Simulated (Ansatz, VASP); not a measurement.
N in VASP and in Ansatz

```xyz
1
Lattice="-0.0139 1.6435 1.5037 1.3734 0.1164 1.3734 1.5037 1.6435 -0.0139" Properties=species:S:1:pos:R:3 pbc="T T T"
N     0.0000    0.0000    0.0000
```

Alike in both runs: task single point; functional PBEsol; k mesh 20 × 22 × 20; occupations gaussian, width 0.1 eV; no spin polarisation.

|  | VASP | Ansatz |
| --- | --- | --- |
| version | VASP 6.6.1 | Ansatz 0.2.0 |
| potentials or method | VASP PAW PBE potentials, release 64 (N) | scalar-relativistic, plane waves, PAW |
| plane-wave cutoff (eV) | 520 | 420 |
| valence electrons in the cell | 5 | 5 |

```csv
,VASP,Ansatz,Ansatz less VASP
gap on the k mesh at the Fermi level (eV),none,none,-
pressure (GPa),19.7,19.7,+0.05
largest component of the traceless stress (GPa),19.21,19.19,-0.013
```

A gap of «none» marks a metal or a gap that the smearing closes.

Caveats: so large a pressure means that the cell lies far from this level's equilibrium, or that cutoff or potentials fall short (VASP); the potentials were made for another functional, which shifts forces and pressure (VASP).
